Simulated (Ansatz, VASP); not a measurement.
One calculation of Ti, two programs

The input INCAR:

```
SYSTEM = Ti
PREC = Accurate ; ENCUT = 520
EDIFF = 1E-6 ; ISMEAR = 0
SIGMA = 0.15 ; LREAL = .False.
LASPH = .True. ; NELM = 60
ALGO = Fast ; ISIF = 2
LWAVE = .False. ; LCHARG = .True.
GGA = PS ; LELF = .True.
LVHAR = .True. ; NBANDS = 12
```

File KPOINTS:

```
regular mesh
0
Gamma
  20 20 20
  0 0 0
```

POSCAR

```
Ti
1.0
    0.0000000000      2.1315000000      1.9792500000
    2.1315000000      0.0000000000      1.9792500000
    2.1315000000      2.1315000000      0.0000000000
Ti
1
Direct
    0.0000000000      0.0000000000      0.0000000000
```

Input for Ansatz:

```yaml
crystal:
  lattice:
    - [0.0, 2.1315, 1.97925]
    - [2.1315, 0.0, 1.97925]
    - [2.1315, 2.1315, 0.0]
  atoms:
    - { symbol: Ti, position: [0.0, 0.0, 0.0] }
basis:
  ecutwfc: 420
kpoints:
  mp_grid: { grid: [20, 20, 20] }
hamiltonian:
  xc: pbesol
scf:
  occupations: { method: gaussian, width: 0.15 }
output:
  forces: true
  stress: true
  eigenvalues: true
  write_density: true
  write_potential: true
  elf: true
  volumetric_format: npy
```

Change from the starting cell: strain +0.050 along x and y, -0.025 along z, atoms carried along.

Alike in both runs: task single point; functional PBEsol; k mesh 20 × 20 × 20; occupations gaussian, width 0.15 eV; no spin polarisation.

|  | VASP | Ansatz |
| --- | --- | --- |
| version | VASP 6.6.1 | Ansatz 0.2.0 |
| potentials or method | VASP PAW PBE potentials, release 64 (Ti_sv) | scalar-relativistic, plane waves, PAW |
| plane-wave cutoff (eV) | 520 | 420 |
| valence electrons in the cell | 12 | 12 |

```tsv
	VASP	Ansatz	Ansatz less VASP
gap on the k mesh at the Fermi level (eV)	none	none	-
pressure (GPa)	-7.7	-7.5	+0.19
largest component of the traceless stress (GPa)	1.51	1.51	-0.006
```

A gap of «none» marks a metal or a gap that the smearing closes. The functional is the same, so the differences come from potentials, cutoffs and numerics.

Caveats: the PAW data sets were made with another functional, which shifts forces and pressure a little (VASP).
